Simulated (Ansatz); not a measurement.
MgS: modes against the lattice constant

All numbers below come from Ansatz, DFT LDA, scalar-relativistic, plane waves, PAW. Cutoff 420 eV, 14×14×14 k-points (Γ-centred), Fermi-Dirac smearing of 0.15 eV. No spin polarisation. Phonons by linear response, acoustic sum rule imposed.

The cell is fixed (symmetry leaves no force on the atoms) and stands under -0.7 GPa:
```
Mg S
1.0
     3.22000    0.00000    0.00000
     0.00000    3.22000    0.00000
     0.00000    0.00000    3.22000
Mg S
1 1
Cartesian
  0.0000 0.0000 0.0000
  1.6100 1.6100 1.6100
```

The cell is the ideal cubic caesium chloride prototype; this isn't the usual structure of the compound. In a metal, frequencies and elastic constants depend on the k mesh and the smearing, soft modes and shear constants most. A semilocal functional can close a gap that the real compound has.

Question: How do the optical zone-centre modes (counted from the lowest optical one, degenerate ones once; i marks imaginary ones) of this metal change over a = 3.179 and 3.220 Å?

Answer:
```tsv
a (Å)	3.179	3.220
pressure (GPa)	2.4	-0.7
mode 1 (cm⁻¹)	89	15
```

Cost: 2 runs of about 1.6 core-minutes in all, on Arm Neoverse N1 (shared hosts).